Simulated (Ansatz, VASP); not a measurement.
## One calculation of HfO2, two programs

INCAR

```
SYSTEM = HfO2
  ALGO = Normal
  EDIFF = 1E-7
  ENCUT = 520
  GGA = PE
  GGA_COMPAT = .FALSE.
  ISIF = 2
  ISMEAR = 0
  LASPH = .TRUE.
  LCHARG = .FALSE.
  LMAXMIX = 4
  LORBIT = 11
  LORBMOM = .TRUE.
  LREAL = .FALSE.
  LSORBIT = .TRUE.
  LWAVE = .FALSE.
  MAGMOM = 0 0 0 0 0 0 0 0 0
  NBANDS = 35
  NELM = 150
  PREC = Accurate
  SIGMA = 0.01
```

The input KPOINTS:

```
k-points
0
G
  6 6 6
  0 0 0
```

POSCAR

```
HfO2
1.0
    0.0000000000      2.5575000000      2.5575000000
    2.5575000000      0.0000000000      2.5575000000
    2.5575000000      2.5575000000      0.0000000000
Hf O
1 2
Direct
    0.0000000000      0.0000000000      0.0000000000
    0.2500000000      0.2500000000      0.2500000000
    0.7500000000      0.7500000000      0.7500000000
```

Input for Ansatz:

```yaml
crystal:
  lattice:
    - [0.0, 2.5575, 2.5575]
    - [2.5575, 0.0, 2.5575]
    - [2.5575, 2.5575, 0.0]
  atoms:
    - { symbol: Hf, position: [0.0, 0.0, 0.0] }
    - { symbol: O, position: [0.25, 0.25, 0.25] }
    - { symbol: O, position: [0.75, 0.75, 0.75] }
kpoints:
  mp_grid:
    grid: [6, 6, 6]
    shift: [0.0, 0.0, 0.0]
hamiltonian:
  xc: pbe
magnetization:
  noncollinear: true
  spin_orbit: true
scf:
  convergence:
    dr2_threshold: 1.0e-10
  occupations:
    method: fixed
output:
  eigenvalues: true
```

Measurements of this composition are mostly on another form, of space group No. 14.

Alike in both runs: task single point; functional PBE; k mesh 6 × 6 × 6; non-collinear spin, spin-orbit coupling.

```csv
,VASP,Ansatz
version,VASP 6.6.1,Ansatz 0.2.0
potentials or method,"VASP PAW PBE potentials, release 64 (Hf_pv, O)","plane waves, PAW"
plane-wave cutoff (eV),520,420
occupations,"gaussian, width 0.01 eV",fixed
valence electrons in the cell,22,38
```

```tsv
	VASP	Ansatz	Ansatz less VASP
gap on the k mesh at the Fermi level (eV)	3.71	3.72	+0.012
net moment per atom (μB)	0.00	0.00	0.000
```

The two sets of potentials don't hold the same shells in valence.
